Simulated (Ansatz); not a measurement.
Input for Ansatz (plane-wave DFT, PAW):

```yaml
crystal:
  lattice:
    - [3.1825784901, 0.0, 0.0]
    - [0.0, 5.1854260745, 0.0]
    - [0.0, 0.0, 23.4311189179]
  atoms:
    - { symbol: Ga, position: [0.0, 0.0008058933, 0.362765433] }
    - { symbol: "N", position: [0.0, 0.6241941067, 0.362765433] }
    - { symbol: Ga, position: [0.5, 0.5008058933, 0.4019753093] }
    - { symbol: "N", position: [0.5, 0.1241941067, 0.4019753093] }
    - { symbol: Ga, position: [0.5, 0.0008058933, 0.4803950619] }
    - { symbol: "N", position: [0.5, 0.6241941067, 0.4803950619] }
    - { symbol: Ga, position: [0.0, 0.5008058933, 0.5196049381] }
    - { symbol: "N", position: [0.0, 0.1241941067, 0.5196049381] }
    - { symbol: Ga, position: [0.0, 0.0008058933, 0.5980246907] }
    - { symbol: "N", position: [0.0, 0.6241941067, 0.5980246907] }
    - { symbol: Ga, position: [0.5, 0.5008058933, 0.637234567] }
    - { symbol: "N", position: [0.5, 0.1241941067, 0.637234567] }
basis:
  ecutwfc: 420
kpoints:
  mp_grid: { grid: [8, 5, 1] }
hamiltonian:
  xc: pbesol
scf:
  occupations: { method: gaussian, width: 0.05 }
output:
  forces: true
  eigenvalues: true
  write_density: true
  write_potential: true
  elf: true
  volumetric_format: npy
relax:
  adjacent_minimum: "off"
  f_tol: 0.03
  max_steps: 70
  constraints: [{ sites: [0, 1, 2, 3, 4, 5] }]
efield:
  axis: 3
  dipole_correction: true
  ramp_width: 0.04
```

Command:
```bash
ansatz run input.yaml --threads 2 --pin off --max-ram 5120MiB --backend cpu --events-out ev --progress --plain --runs-dir out
```

These are results of DFT PBEsol, scalar-relativistic, plane waves, PAW in Ansatz, not measurements.

Abridged output (iterations and final results):

```
SCF iter   1: F=—  HF=-24732.469550 eV  |F-HF|=—  |Δ(HF+E_count)|=         —  Δρ=8.72e-3  dr2=3.46e-1  ethr=1.77e-3  p=0.000 e·Å  D=5.55e-14 V/Å  ΔV_dip= 0.00 eV  dr2_dipole=1.12e-9  V_vac-E_F(+/−)=4.59/4.59 eV  ⟨swp⟩=7.0  Hψ=4127  notcnv=0  defer=30
efield: sawtooth ramp at fractional position 0.9800 (placed from the atoms, in the widest stretch of the axis that holds none; the zero of the levels goes with the place), width 0.0400; the density the first Hamiltonian is built on has a dipole p = 0.000 e·Å; the dipole correction subtracts the counter field D = 5.55e-14 V/Å, which shifts the + side's vacuum level by  0.00 eV against the − side's; the planar-averaged density in the ramp window peaks in size at 1.3e-5 e/Å³
SCF iter   2: F=—  HF=-24732.399429 eV  |F-HF|=—  |Δ(HF+E_count)|=   7.01e-2  Δρ=2.53e-3  dr2=3.70e-2  ethr=3.20e-4  p=0.000 e·Å  D=7.49e-6 V/Å  ΔV_dip= 0.00 eV  dr2_dipole=7.40e-10  V_vac-E_F(+/−)=4.95/4.95 eV  ⟨swp⟩=2.9  Hψ=1582  notcnv=0  defer=85
SCF iter   3: F=—  HF=-24732.393949 eV  |F-HF|=—  |Δ(HF+E_count)|=   5.48e-3  Δρ=7.86e-4  dr2=2.00e-3  ethr=3.42e-5  p=0.000 e·Å  D=3.36e-6 V/Å  ΔV_dip= 0.00 eV  dr2_dipole=6.81e-11  V_vac-E_F(+/−)=4.86/4.86 eV  ⟨swp⟩=2.0  Hψ=1275  notcnv=0  defer=85
SCF iter   4: F=—  HF=-24732.394336 eV  |F-HF|=—  |Δ(HF+E_count)|=   3.87e-4  Δρ=4.03e-4  dr2=6.17e-4  ethr=1.85e-6  p=0.000 e·Å  D=1.44e-6 V/Å  ΔV_dip= 0.00 eV  dr2_dipole=2.23e-12  V_vac-E_F(+/−)=4.87/4.87 eV  ⟨swp⟩=2.3  Hψ=1535  notcnv=0  defer=85
SCF iter   5: F=—  HF=-24732.394495 eV  |F-HF|=—  |Δ(HF+E_count)|=   1.60e-4  Δρ=1.59e-4  dr2=8.70e-5  ethr=5.71e-7  p=0.000 e·Å  D=1.15e-6 V/Å  ΔV_dip= 0.00 eV  dr2_dipole=5.23e-11  V_vac-E_F(+/−)=4.87/4.87 eV  ⟨swp⟩=2.0  Hψ=1683  notcnv=0  defer=85
SCF iter   6: F=-24732.394518 eV  HF=-24732.394516 eV  |F-HF|=2.79e-6  |Δ(HF+E_count)|=   2.01e-5  Δρ=4.00e-5  dr2=5.31e-6  ethr=2.08e-8  p= 0.000 e·Å  D=-4.33e-7 V/Å  ΔV_dip=0.00 eV  dr2_dipole=2.27e-11  V_vac-E_F(+/−)=4.88/4.88 eV  ⟨swp⟩=24.5  Hψ=11931  notcnv=0
SCF 1 converged in 6 iterations: F = -24732.394518 eV  dr2 = 5.31e-6
relax step   1: F+E_penalty+E_count = -24732.39451832 eV  Δ(F+E_penalty+E_count) = +0.000e0 eV  max|allowed force component| = 2.058e0 eV/Å  Δτ_max = 0.0000 Å  (6 SCF iters, dr2 threshold 2.25e-5 eV, accepted)
Initial density: handed on by an earlier stage of this run
Initial wavefunctions: those handed on with the density
SCF iter   1: F=—  HF=-24732.807553 eV  |F-HF|=—  |Δ(HF+E_count)|=         —  Δρ=7.73e-3  dr2=1.06e-1  ethr=9.73e-5  p=0.000 e·Å  D=9.33e-7 V/Å  ΔV_dip= 0.00 eV  dr2_dipole=8.22e-4  V_vac-E_F(+/−)=4.80/4.80 eV  ⟨swp⟩=1.9  Hψ=3889  notcnv=0  defer=82
efield: sawtooth ramp at fractional position 0.9800 (handed on by an earlier solve), width 0.0400; the density the first Hamiltonian is built on has a dipole p = 0.000 e·Å; the dipole correction subtracts the counter field D = 9.33e-7 V/Å, which shifts the + side's vacuum level by  0.00 eV against the − side's; the planar-averaged density in the ramp window peaks in size at 7.7e-6 e/Å³
SCF iter   2: F=—  HF=-24732.784225 eV  |F-HF|=—  |Δ(HF+E_count)|=   2.33e-2  Δρ=3.47e-3  dr2=1.95e-2  ethr=9.73e-5  p=0.009 e·Å  D=4.15e-3 V/Å  ΔV_dip=-0.10 eV  dr2_dipole=1.94e-4  V_vac-E_F(+/−)=4.73/4.82 eV  ⟨swp⟩=2.1  Hψ=1759  notcnv=0  defer=82
SCF iter   3: F=—  HF=-24732.782246 eV  |F-HF|=—  |Δ(HF+E_count)|=   1.98e-3  Δρ=1.62e-3  dr2=6.03e-3  ethr=1.81e-5  p= 0.000 e·Å  D=-1.94e-4 V/Å  ΔV_dip=0.00 eV  dr2_dipole=1.27e-4  V_vac-E_F(+/−)=4.83/4.82 eV  ⟨swp⟩=2.0  Hψ=1693  notcnv=0  defer=84
SCF iter   4: F=—  HF=-24732.782085 eV  |F-HF|=—  |Δ(HF+E_count)|=   1.61e-4  Δρ=5.45e-4  dr2=1.86e-3  ethr=5.59e-6  p=-0.011 e·Å  D=-4.97e-3 V/Å  ΔV_dip=0.12 eV  dr2_dipole=1.38e-4  V_vac-E_F(+/−)=4.93/4.81 eV  ⟨swp⟩=2.0  Hψ=1739  notcnv=0  defer=84
SCF iter   5: F=—  HF=-24732.781863 eV  |F-HF|=—  |Δ(HF+E_count)|=   2.23e-4  Δρ=1.28e-4  dr2=8.42e-5  ethr=1.72e-6  p=-0.007 e·Å  D=-3.49e-3 V/Å  ΔV_dip=0.08 eV  dr2_dipole=9.03e-6  V_vac-E_F(+/−)=4.91/4.82 eV  ⟨swp⟩=2.0  Hψ=1245  notcnv=0  defer=84
SCF iter   6: F=-24732.781872 eV  HF=-24732.781892 eV  |F-HF|=1.98e-5  |Δ(HF+E_count)|=   2.93e-5  Δρ=7.45e-5  dr2=2.65e-5  ethr=7.80e-8  p=-0.009 e·Å  D=-4.24e-3 V/Å  ΔV_dip=0.10 eV  dr2_dipole=1.24e-6  V_vac-E_F(+/−)=4.92/4.82 eV  ⟨swp⟩=26.3  Hψ=12678  notcnv=0
SCF 2 converged in 6 iterations: F = -24732.781872 eV  dr2 = 2.65e-5
relax step   2: F+E_penalty+E_count = -24732.78187211 eV  Δ(F+E_penalty+E_count) = -3.874e-1 eV  max|allowed force component| = 1.026e0 eV/Å  Δτ_max = 0.1938 Å  (6 SCF iters, dr2 threshold 1.00e-4 eV, accepted)
SCF iter   1: F=—  HF=-24732.934471 eV  |F-HF|=—  |Δ(HF+E_count)|=         —  Δρ=6.33e-3  dr2=9.11e-2  ethr=5.27e-4  p=-0.009 e·Å  D=-4.24e-3 V/Å  ΔV_dip=0.10 eV  dr2_dipole=1.16e-3  V_vac-E_F(+/−)=4.89/4.79 eV  ⟨swp⟩=4.0  Hψ=2707  notcnv=0  defer=69
efield: sawtooth ramp at fractional position 0.9800 (handed on by an earlier solve), width 0.0400; the density the first Hamiltonian is built on has a dipole p = -0.009 e·Å; the dipole correction subtracts the counter field D = -4.24e-3 V/Å, which shifts the + side's vacuum level by +0.10 eV against the − side's; the planar-averaged density in the ramp window peaks in size at 4.2e-6 e/Å³
SCF iter   2: F=—  HF=-24732.915035 eV  |F-HF|=—  |Δ(HF+E_count)|=   1.94e-2  Δρ=2.82e-3  dr2=2.34e-2  ethr=8.43e-5  p=-0.024 e·Å  D=-1.12e-2 V/Å  ΔV_dip=0.26 eV  dr2_dipole=1.11e-3  V_vac-E_F(+/−)=5.02/4.76 eV  ⟨swp⟩=2.8  Hψ=2016  notcnv=0  defer=80
SCF iter   3: F=—  HF=-24732.912017 eV  |F-HF|=—  |Δ(HF+E_count)|=   3.02e-3  Δρ=1.56e-3  dr2=5.87e-3  ethr=2.17e-5  p=-0.012 e·Å  D=-5.72e-3 V/Å  ΔV_dip=0.13 eV  dr2_dipole=4.31e-4  V_vac-E_F(+/−)=4.92/4.78 eV  ⟨swp⟩=2.0  Hψ=1603  notcnv=0  defer=80
SCF iter   4: F=—  HF=-24732.911415 eV  |F-HF|=—  |Δ(HF+E_count)|=   6.02e-4  Δρ=3.65e-4  dr2=3.89e-4  ethr=5.44e-6  p=-0.020 e·Å  D=-9.40e-3 V/Å  ΔV_dip=0.22 eV  dr2_dipole=4.39e-6  V_vac-E_F(+/−)=4.99/4.77 eV  ⟨swp⟩=2.0  Hψ=1805  notcnv=0  defer=81
SCF iter   5: F=—  HF=-24732.911462 eV  |F-HF|=—  |Δ(HF+E_count)|=   4.66e-5  Δρ=1.46e-4  dr2=9.85e-5  ethr=3.60e-7  p=-0.020 e·Å  D=-9.29e-3 V/Å  ΔV_dip=0.22 eV  dr2_dipole=3.13e-6  V_vac-E_F(+/−)=4.99/4.77 eV  ⟨swp⟩=2.1  Hψ=1726  notcnv=0  defer=81
SCF iter   6: F=-24732.911453 eV  HF=-24732.911470 eV  |F-HF|=1.72e-5  |Δ(HF+E_count)|=   8.50e-6  Δρ=7.42e-5  dr2=2.73e-5  ethr=6.09e-8  p=-0.021 e·Å  D=-9.62e-3 V/Å  ΔV_dip=0.23 eV  dr2_dipole=1.51e-9  V_vac-E_F(+/−)=5.00/4.77 eV  ⟨swp⟩=26.8  Hψ=13296  notcnv=0
SCF 3 converged in 6 iterations: F = -24732.911453 eV  dr2 = 2.73e-5
relax step   3: F+E_penalty+E_count = -24732.91145287 eV  Δ(F+E_penalty+E_count) = -1.296e-1 eV  max|allowed force component| = 7.120e-1 eV/Å  Δτ_max = 0.1396 Å  (6 SCF iters, dr2 threshold 6.58e-5 eV, accepted)
SCF iter   1: F=—  HF=-24732.936104 eV  |F-HF|=—  |Δ(HF+E_count)|=         —  Δρ=3.15e-3  dr2=3.03e-2  ethr=2.41e-4  p=-0.021 e·Å  D=-9.62e-3 V/Å  ΔV_dip=0.23 eV  dr2_dipole=1.97e-3  V_vac-E_F(+/−)=5.00/4.77 eV  ⟨swp⟩=4.3  Hψ=2365  notcnv=0  defer=80
efield: sawtooth ramp at fractional position 0.9800 (handed on by an earlier solve), width 0.0400; the density the first Hamiltonian is built on has a dipole p = -0.021 e·Å; the dipole correction subtracts the counter field D = -9.62e-3 V/Å, which shifts the + side's vacuum level by +0.23 eV against the − side's; the planar-averaged density in the ramp window peaks in size at 4.5e-6 e/Å³
SCF iter   2: F=—  HF=-24732.927501 eV  |F-HF|=—  |Δ(HF+E_count)|=   8.60e-3  Δρ=1.45e-3  dr2=4.15e-3  ethr=2.81e-5  p=-0.001 e·Å  D=-6.33e-4 V/Å  ΔV_dip=0.01 eV  dr2_dipole=2.87e-5  V_vac-E_F(+/−)=4.80/4.79 eV  ⟨swp⟩=2.0  Hψ=1458  notcnv=0  defer=80
SCF iter   3: F=—  HF=-24732.926517 eV  |F-HF|=—  |Δ(HF+E_count)|=   9.84e-4  Δρ=4.81e-4  dr2=6.96e-4  ethr=3.84e-6  p=-0.006 e·Å  D=-2.76e-3 V/Å  ΔV_dip=0.06 eV  dr2_dipole=6.77e-5  V_vac-E_F(+/−)=4.84/4.78 eV  ⟨swp⟩=2.0  Hψ=1654  notcnv=0  defer=80
SCF iter   4: F=—  HF=-24732.926421 eV  |F-HF|=—  |Δ(HF+E_count)|=   9.58e-5  Δρ=1.83e-4  dr2=1.51e-4  ethr=6.45e-7  p=-0.003 e·Å  D=-1.35e-3 V/Å  ΔV_dip=0.03 eV  dr2_dipole=7.24e-6  V_vac-E_F(+/−)=4.81/4.78 eV  ⟨swp⟩=2.0  Hψ=1690  notcnv=0  defer=80
SCF iter   5: F=-24732.926386 eV  HF=-24732.926405 eV  |F-HF|=1.93e-5  |Δ(HF+E_count)|=   1.56e-5  Δρ=7.97e-5  dr2=2.94e-5  ethr=9.26e-8  p=-0.004 e·Å  D=-1.73e-3 V/Å  ΔV_dip=0.04 eV  dr2_dipole=6.26e-8  V_vac-E_F(+/−)=4.82/4.78 eV  ⟨swp⟩=22.7  Hψ=11387  notcnv=0
SCF 4 converged in 5 iterations: F = -24732.926386 eV  dr2 = 2.94e-5
relax step   4: F+E_penalty+E_count = -24732.92638586 eV  Δ(F+E_penalty+E_count) = -1.493e-2 eV  max|allowed force component| = 2.079e-1 eV/Å  Δτ_max = 0.0555 Å  (5 SCF iters, dr2 threshold 1.00e-4 eV, accepted)
SCF iter   1: F=—  HF=-24732.932856 eV  |F-HF|=—  |Δ(HF+E_count)|=         —  Δρ=1.15e-3  dr2=5.57e-3  ethr=3.70e-5  p=-0.004 e·Å  D=-1.73e-3 V/Å  ΔV_dip=0.04 eV  dr2_dipole=8.22e-4  V_vac-E_F(+/−)=4.82/4.78 eV  ⟨swp⟩=3.1  Hψ=2235  notcnv=0  defer=80
efield: sawtooth ramp at fractional position 0.9800 (handed on by an earlier solve), width 0.0400; the density the first Hamiltonian is built on has a dipole p = -0.004 e·Å; the dipole correction subtracts the counter field D = -1.73e-3 V/Å, which shifts the + side's vacuum level by +0.04 eV against the − side's; the planar-averaged density in the ramp window peaks in size at 4.1e-6 e/Å³
SCF iter   2: F=—  HF=-24732.931312 eV  |F-HF|=—  |Δ(HF+E_count)|=   1.54e-3  Δρ=5.37e-4  dr2=6.33e-4  ethr=5.16e-6  p=-0.016 e·Å  D=-7.44e-3 V/Å  ΔV_dip=0.17 eV  dr2_dipole=2.60e-5  V_vac-E_F(+/−)=4.94/4.76 eV  ⟨swp⟩=2.0  Hψ=1328  notcnv=0  defer=80
SCF iter   3: F=—  HF=-24732.931175 eV  |F-HF|=—  |Δ(HF+E_count)|=   1.37e-4  Δρ=2.22e-4  dr2=1.23e-4  ethr=5.86e-7  p=-0.013 e·Å  D=-6.28e-3 V/Å  ΔV_dip=0.15 eV  dr2_dipole=1.81e-5  V_vac-E_F(+/−)=4.92/4.77 eV  ⟨swp⟩=2.0  Hψ=1490  notcnv=0  defer=80
SCF iter   4: F=—  HF=-24732.931156 eV  |F-HF|=—  |Δ(HF+E_count)|=   1.89e-5  Δρ=6.91e-5  dr2=2.39e-5  ethr=1.14e-7  p=-0.015 e·Å  D=-7.12e-3 V/Å  ΔV_dip=0.17 eV  dr2_dipole=3.19e-6  V_vac-E_F(+/−)=4.94/4.77 eV  ⟨swp⟩=2.0  Hψ=1588  notcnv=0  defer=80
SCF iter   5: F=-24732.931152 eV  HF=-24732.931153 eV  |F-HF|=1.31e-6  |Δ(HF+E_count)|=   2.95e-6  Δρ=2.64e-5  dr2=2.59e-6  ethr=3.41e-9  p=-0.015 e·Å  D=-6.90e-3 V/Å  ΔV_dip=0.16 eV  dr2_dipole=1.05e-7  V_vac-E_F(+/−)=4.93/4.77 eV  ⟨swp⟩=20.5  Hψ=10693  notcnv=0
SCF 5 converged in 5 iterations: F = -24732.931152 eV  dr2 = 2.59e-6
relax step   5: F+E_penalty+E_count = -24732.93115174 eV  Δ(F+E_penalty+E_count) = -4.766e-3 eV  max|allowed force component| = 4.536e-2 eV/Å  Δτ_max = 0.0188 Å  (5 SCF iters, dr2 threshold 3.69e-6 eV, accepted)
SCF iter   1: F=—  HF=-24732.931342 eV  |F-HF|=—  |Δ(HF+E_count)|=         —  Δρ=2.28e-4  dr2=2.40e-4  ethr=1.94e-6  p=-0.015 e·Å  D=-6.90e-3 V/Å  ΔV_dip=0.16 eV  dr2_dipole=3.23e-5  V_vac-E_F(+/−)=4.93/4.77 eV  ⟨swp⟩=2.0  Hψ=2167  notcnv=0  defer=68
efield: sawtooth ramp at fractional position 0.9800 (handed on by an earlier solve), width 0.0400; the density the first Hamiltonian is built on has a dipole p = -0.015 e·Å; the dipole correction subtracts the counter field D = -6.90e-3 V/Å, which shifts the + side's vacuum level by +0.16 eV against the − side's; the planar-averaged density in the ramp window peaks in size at 4.2e-6 e/Å³
SCF iter   2: F=—  HF=-24732.931279 eV  |F-HF|=—  |Δ(HF+E_count)|=   6.21e-5  Δρ=1.23e-4  dr2=3.78e-5  ethr=2.22e-7  p=-0.012 e·Å  D=-5.81e-3 V/Å  ΔV_dip=0.14 eV  dr2_dipole=3.69e-6  V_vac-E_F(+/−)=4.91/4.77 eV  ⟨swp⟩=2.0  Hψ=1307  notcnv=0  defer=69
SCF iter   3: F=—  HF=-24732.931293 eV  |F-HF|=—  |Δ(HF+E_count)|=   1.35e-5  Δρ=5.53e-5  dr2=1.03e-5  ethr=3.50e-8  p=-0.013 e·Å  D=-6.20e-3 V/Å  ΔV_dip=0.15 eV  dr2_dipole=1.91e-6  V_vac-E_F(+/−)=4.92/4.77 eV  ⟨swp⟩=2.3  Hψ=1487  notcnv=0  defer=69
SCF iter   4: F=—  HF=-24732.931291 eV  |F-HF|=—  |Δ(HF+E_count)|=   1.73e-6  Δρ=2.05e-5  dr2=1.72e-6  ethr=9.50e-9  p=-0.013 e·Å  D=-5.98e-3 V/Å  ΔV_dip=0.14 eV  dr2_dipole=5.58e-8  V_vac-E_F(+/−)=4.91/4.77 eV  ⟨swp⟩=2.0  Hψ=1228  notcnv=0  defer=69
SCF iter   5: F=—  HF=-24732.931291 eV  |F-HF|=—  |Δ(HF+E_count)|=   1.87e-7  Δρ=8.80e-6  dr2=3.24e-7  ethr=1.59e-9  p=-0.013 e·Å  D=-5.99e-3 V/Å  ΔV_dip=0.14 eV  dr2_dipole=9.82e-10  V_vac-E_F(+/−)=4.91/4.77 eV  ⟨swp⟩=2.0  Hψ=1513  notcnv=0  defer=69
SCF iter   6: F=-24732.931291 eV  HF=-24732.931291 eV  |F-HF|=9.47e-9  |Δ(HF+E_count)|=   3.14e-8  Δρ=2.74e-6  dr2=2.43e-8  ethr=9.26e-11  p=-0.013 e·Å  D=-5.99e-3 V/Å  ΔV_dip=0.14 eV  dr2_dipole=3.50e-12  V_vac-E_F(+/−)=4.91/4.77 eV  ⟨swp⟩=17.3  Hψ=8337  notcnv=0
SCF 6 converged in 6 iterations: F = -24732.931291 eV  dr2 = 2.43e-8
relax step   6: F+E_penalty+E_count = -24732.93129108 eV  Δ(F+E_penalty+E_count) = -1.393e-4 eV  max|allowed force component| = 7.250e-3 eV/Å  Δτ_max = 0.0042 Å  (6 SCF iters, accepted)
WARN: The output density's exchange-correlation potential varies sharply where the density is thin. Do not read a vacuum level from v_tot or v_xc, or from such a field of the output density. On a cell that repeats whose density bears no net charge and no dipole along the vacuum's axis use v_es (v_loc + v_h of the components); under efield.dipole_correction with no amplitude use v_es + v_field, which holds any external_charges[].barrier, or the levels of the report's work_function block, which leave it out; under a non-zero efield.amplitude the vacuum is tilted and has no level; on a cell that repeats and bears such a dipole with no correction it is tilted too, and efield.dipole_correction wi ...
SCF converged after 6 iterations
Free energy (F): -24732.931291 eV
Harris-Foulkes:  -24732.931291 eV  (|F-HF|=9.47e-9)
Internal energy: -24732.931291 eV  (E = F + TS)
E sigma→0 (E₀):  -24732.931291 eV
Fermi energy:    0.520584 eV
Dipole field:    D = -0.005985 V/Å  (p = -0.012789 e·Å, saw-weighted, corrected)
Work function:   Φ+ = 4.9132 eV   Φ− = 4.7730 eV
Levels:          The Fermi level and band energies are counted from a zero that moves with the ramp; work functions are not
--- Per-component energies (eV) ---
  E_band       = -1100.738011
  E_kinetic    = 1472.912417
  E_local      = -121438.940025  (includes V_loc(G=0)·N_el)
  E_nonlocal   = 2850.380867
  E_hartree    = 59714.327597
  E_xc         = -763.302640
  E_vxc        = -798.974646  (∫ρ·V_xc dr)
  E_paw        = -12450.953857  (= ΣΔE_a)
  E_vpaw       = -2614.743872  (= ΣTr[D̂ρ^β])
  E_aug_tail   = 0.000078  (compensation charges beyond the density's cutoff)
  E_efield     = 0.000038  (sawtooth field / dipole correction)
  E_vefield    = -0.023334  (∫n·V_field dr)
  E_ewald      = 45877.297773
  E_core_change = 5.346460  (= ΣΔE_core)
  E_smearing   =  0.000000  (= −TS)
--- Forces (eV/Å), atoms counted from 1 ---
  atom   1  Ga     0.00000000    -2.04103993     1.60473954
  atom   2  N      0.00000000     0.72801013     0.45900681
  atom   3  Ga     0.00000000     1.09014834    -1.67755368
  atom   4  N      0.00000000     0.49764467    -1.25376524
  atom   5  Ga     0.00000000    -0.35109886     0.32990171
  atom   6  N      0.00000000     0.07443906     0.54433382
  atom   7  Ga     0.00000000    -0.00159734    -0.00717630
  atom   8  N      0.00000000     0.00313720     0.00725038
  atom   9  Ga     0.00000000     0.00009211    -0.00410359
  atom  10  N      0.00000000     0.00420347     0.00105009
  atom  11  Ga     0.00000000     0.00079021    -0.00097692
  atom  12  N      0.00000000    -0.00476429    -0.00272077
--- Band table (eV; the first three rows and the last of 15) ---
  k-point 0: bands = ["-16.3038", "-15.9431", "-15.5827", "-15.3313", "-15.1912", "-14.6035", "-14.1957", "-14.1797", "-14.1453", "-14.1032", "-14.0410", "-14.0406", "-14.0193", "-13.9833", "-13.8565", "-13.8423", "-13.7823", "-13.7347", "-13.7175", "-13.6343", "-13.6212", "-13.6110", "-13.5722", "-13.4897", "-13.4150", "-13.2566", "-13.2037", "-13.1296", "-13.0691", "-13.0653", "-12.9901", "-12.9322", "-12.4156", "-12.0030", "-11.5796", "-11.2353", "-7.2664", "-6.4465", "-6.3671", "-4.8126", "-4.6753", "-3.7912", "-3.0126", "-2.5481", "-2.4086", "-1.7096", "-1.6917", "-1.2782", "-1.0483", "-0.6517", "-0.5673", "-0.4041", "-0.1162", "0.1493", "0.8919", "2.1039", "3.8652", "4.5442", "4.6326", ...
  k-point 1: bands = ["-16.2165", "-15.8903", "-15.5668", "-15.3457", "-15.1851", "-14.5713", "-14.1961", "-14.1783", "-14.1413", "-14.1072", "-14.0408", "-14.0357", "-14.0177", "-13.9816", "-13.8508", "-13.8305", "-13.7829", "-13.7481", "-13.7202", "-13.6388", "-13.6250", "-13.6180", "-13.5317", "-13.4979", "-13.3944", "-13.2632", "-13.1959", "-13.1259", "-13.0718", "-13.0668", "-12.9915", "-12.9332", "-12.4168", "-12.3407", "-11.8601", "-11.4089", "-6.6534", "-6.4371", "-6.0033", "-5.0364", "-4.1615", "-3.5225", "-3.0285", "-2.8748", "-2.3074", "-1.6533", "-1.6184", "-1.4915", "-1.2146", "-1.1518", "-0.5790", "-0.5435", "-0.1662", "0.0434", "1.4197", "2.3969", "3.8445", "4.2935", "4.6056", ...
  k-point 2: bands = ["-16.0456", "-15.7950", "-15.5497", "-15.3845", "-15.1760", "-14.5139", "-14.1967", "-14.1761", "-14.1305", "-14.1138", "-14.0425", "-14.0274", "-14.0170", "-13.9790", "-13.8406", "-13.8143", "-13.7919", "-13.7262", "-13.7208", "-13.6410", "-13.6106", "-13.6027", "-13.5131", "-13.5108", "-13.3513", "-13.2746", "-13.1688", "-13.0949", "-13.0759", "-13.0694", "-12.9930", "-12.9346", "-12.8948", "-12.5540", "-12.0768", "-11.7624", "-6.3885", "-5.8729", "-5.0977", "-4.9335", "-3.9884", "-3.3059", "-2.8617", "-2.5973", "-2.5358", "-2.1505", "-1.7464", "-1.6352", "-1.5121", "-1.4680", "-0.7905", "-0.5499", "-0.1942", "-0.1539", "1.6323", "2.8240", "3.9917", "4.4275", "4.4954" ...
  k-point 14: bands = ["-15.6968", "-15.5577", "-15.3471", "-15.1615", "-15.0785", "-14.4668", "-14.1822", "-14.1777", "-14.1518", "-14.1251", "-14.0362", "-14.0030", "-13.8184", "-13.8150", "-13.7963", "-13.7765", "-13.6656", "-13.6528", "-13.6346", "-13.6161", "-13.5668", "-13.5262", "-13.3814", "-13.2735", "-13.2595", "-13.1918", "-13.1642", "-13.0867", "-13.0331", "-12.9415", "-12.3258", "-12.2312", "-11.9486", "-11.9453", "-11.4386", "-11.1454", "-6.9840", "-6.8579", "-6.6931", "-6.6368", "-6.2987", "-5.8197", "-3.4588", "-3.2499", "-2.7595", "-2.7431", "-2.5083", "-2.4719", "-2.1205", "-1.9489", "-1.7591", "-1.7195", "-0.6906", "-0.1135", "2.0503", "2.9629", "4.5214", "4.5765", "5.0085 ...
--- Relaxed structure (6 steps of the walk, 6 accepted, 0 SCFs on fresh bases) ---
  F+E_penalty+E_count = -24732.93129108 eV   max|allowed force component| = 7.250e-3 eV/Å
  atoms:
    - { symbol: Ga, position: [0.0, 0.00080589, 0.36276543] }
    - { symbol: N, position: [0.0, 0.62419410, 0.36276543] }
    - { symbol: Ga, position: [0.5, 0.50080589, 0.4019753093] }
    - { symbol: N, position: [0.5, 0.1241941067, 0.4019753093] }
    - { symbol: Ga, position: [0.5, 0.00080589, 0.48039506] }
    - { symbol: N, position: [0.5, 0.62419410, 0.48039506] }
    - { symbol: Ga, position: [0.0, 0.49847500, 0.51719382] }
    - { symbol: N, position: [0.0, 0.12317618, 0.51829868] }
    - { symbol: Ga, position: [0.0, 0.00415260, 0.60119088] }
    - { symbol: N, position: [0.0, 0.62914861, 0.59856515] }
    - { symbol: Ga, position: [0.5, 0.46972734, 0.62468572] }
    - { symbol: N, position: [0.5, 0.12354427, 0.63527337] }
```

The relaxation met its thresholds.

The run took 2.9 min on 2 threads of Arm Neoverse V1, with other jobs on the host, peak memory 0.8 GiB.